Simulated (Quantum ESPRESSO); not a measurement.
Crystal: CuO.

```
Cu O
1.0
     2.83633    0.00000    0.00000
    -1.41816    2.45633    0.00000
     0.00000    0.00000    2.76811
Cu O
1 1
Direct
  0.00000 0.00000 0.00000
  0.66667 0.33333 0.50000
```

Measurements of this composition are mostly on another form, of space group No. 15.

Base run:

| Quantity | Value |
| --- | --- |
| Program | Quantum ESPRESSO 7.5 |
| Functional | LDA |
| Potentials or basis | SSSP 1.3 efficiency PBE |
| Cutoff | 748 eV |
| Density cutoff | 5987 eV |
| k mesh | 11 × 11 × 10 |
| Occupations | fermi-dirac, width 0.05 eV |
| Spin | no spin polarisation |

Its results: band gap on the k mesh none (metal or under the smearing width); pressure -16.5 GPa.

**Question.** The run is repeated on the same cell with these changes: hubbard terms from none to Cu d U = 1 eV. What comes out?

**Answer.** Band gap on the k mesh none (metal or under the smearing width); pressure -15.8 GPa.

Caveats: the potentials were made for another functional, which shifts forces and pressure; an odd number of electrons without spin polarisation forces a metal; a magnetic or distorted state may lie lower; the run has no spin polarisation, though such a crystal can be magnetic; semilocal functionals often make such compounds metallic where correlation or magnetic order opens a gap, which also shifts bond lengths (some runs); U without spin polarisation on a metal has little footing (some runs).
